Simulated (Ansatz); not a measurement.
**What a change of settings does: Ba (fcc type)**

First run: DFT, PBE, all-electron LAPW, scalar-relativistic (Ansatz 0.2.0).

Command: `ansatz run input.yaml --threads 1 --pin off --max-ram 2048MiB --backend cpu --events-out ev --progress --plain --runs-dir out` It took 6.6 s on 1 thread of Intel(R) Xeon(R) Platinum 8375C CPU @ 2.90GHz (Ice Lake), on a shared host, peak memory 0.25 GiB.

```yaml
crystal:
  lattice:
    - [0.0, 2.6814676077, 2.6814676077]
    - [2.6814676077, 0.0, 2.6814676077]
    - [2.6814676077, 2.6814676077, 0.0]
  atoms:
    - { symbol: Ba, position: [0.0, 0.0, 0.0] }
kpoints:
  mp_grid: { grid: [10, 10, 10] }
scf:
  occupations: { method: fermi_dirac, width: 0.1 }
hamiltonian:
  xc: pbe
  pseudopotentials: { kind: all_electron, lapw: { basis_error: 0.001 } }
output:
  forces: true
  stress: true
  eigenvalues: true
  populations: true
```

The cell comes from a relaxation on PAW files under the same functional, begun from a prototype that needn't be the stable phase.

This run: volume at 0.6 of the series' base cell.

It converges in 7 SCF iterations at a pressure of 7.47 GPa.

The input is then changed:

```diff
+  symmetry: { detect: false }
 kpoints:
   occupations: { method: fermi_dirac, width: 0.1 }
+  n_extra_bands: 8
 hamiltonian:
   populations: true
+accuracy: low
```

**Question.** What does the second run give?

**Answer.** It converges in 7 SCF iterations at a pressure of 7.47 GPa. The settings are coarser than usual, but the energy hardly moved.
